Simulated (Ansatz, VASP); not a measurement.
GaAs in VASP and in Ansatz

```
Ga As
1.0
     0.00000    2.70390    2.83309
     2.70390    0.00000    2.83309
     2.70390    2.70390    0.00000
Ga As
1 1
Cartesian
  0.0000 0.0000 0.0000
  1.3519 1.3519 1.4165
```

Change from the starting cell: biaxial_xy strain -4.6%.

Alike in both runs: task single point; functional PBE; k mesh 8 × 8 × 8; occupations fermi-dirac, width 0.02 eV; no spin polarisation.

|  | VASP | Ansatz |
| --- | --- | --- |
| version | VASP 6.6.1 | Ansatz 0.2.0 |
| potentials or method | VASP PAW PBE potentials, release 64 (Ga_d, As) | plane waves, PAW |
| plane-wave cutoff (eV) | 520 | 420 |
| valence electrons in the cell | 18 | 28 |

```csv
,VASP,Ansatz,Ansatz less VASP
gap on the k mesh at the Fermi level (eV),1.07,1.06,-0.009
pressure (GPa),11.4,11.2,-0.25
largest component of the traceless stress (GPa),2.03,2.03,+0.005
```

The two sets of potentials don't hold the same shells in valence.

A k mesh can miss the band edges.
